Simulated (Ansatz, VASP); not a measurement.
## One calculation of In, two programs

```xyz
1
Lattice="-1.9314 1.9314 1.9314 1.9314 -1.9314 1.9314 1.9314 1.9314 -1.9314" Properties=species:S:1:pos:R:3 pbc="T T T"
In    0.0000    0.0000    0.0000
```

This isn't the form of In at room conditions, which is tetragonal.

Alike in both runs: task single point; functional PBE; k mesh 9 × 9 × 9; occupations fermi-dirac, width 0.05 eV; no spin polarisation.

```csv
,VASP,Ansatz
version,VASP 6.6.1,Ansatz 0.2.0
potentials or method,"VASP PAW PBE potentials, release 64 (In_d)","plane waves, PAW"
plane-wave cutoff (eV),520,550
valence electrons in the cell,13,13
```

```tsv
	VASP	Ansatz	Ansatz less VASP
pressure (GPa)	-0.9	-0.9	+0.04
```

With one functional, cell and mesh, what is left measures potentials, basis and numerics. Ansatz warned: «stress_scf_threshold_loose».
